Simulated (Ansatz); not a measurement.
V, DFT, PBE, all-electron LAPW, scalar-relativistic (Ansatz 0.2.0), run on 1 thread of Intel(R) Xeon(R) 6975P-C (Granite Rapids) on a shared host.

The cell is COD entry 1534881, as deposited and not checked against the literature; nothing was relaxed. The listed cell was then made from it by scaling, straining or moving an atom.

Command: `ansatz run input.yaml --threads 1 --pin off --max-ram 3072MiB --backend cpu --events-out ev --progress --plain --runs-dir out`

```yaml
crystal:
  lattice:
    - [0.0, 1.8790748773, 1.8790748773]
    - [1.8790748773, 0.0, 1.8790748773]
    - [1.8790748773, 1.8790748773, 0.0]
  atoms:
    - { symbol: V, position: [0.0, 0.0, 0.0], spin: 1.5 }
magnetization:
  spin_polarized: true
kpoints:
  mp_grid: { grid: [16, 16, 16] }
scf:
  occupations: { method: fermi_dirac, width: 0.05 }
hamiltonian:
  xc: pbe
  pseudopotentials: { kind: all_electron, lapw: { basis_error: 0.001 } }
output:
  forces: true
  stress: true
  eigenvalues: true
```

How large is the problem that the program sets up?

145 irreducible k-points, 113 plane waves at Γ, 12 bands.

About how long does it take, and how much memory does it use?

16 s of wall time for 10 SCF iterations, with a peak of 0.41 GiB. Times on shared machines scatter by tens of per cent.

And the same cell and mesh by PAW (frozen-core files), asked for forces, stress, eigenvalues, efg, write_density, write_potential, elf, on the same hardware?

5.2 s, peak memory 0.38 GiB.
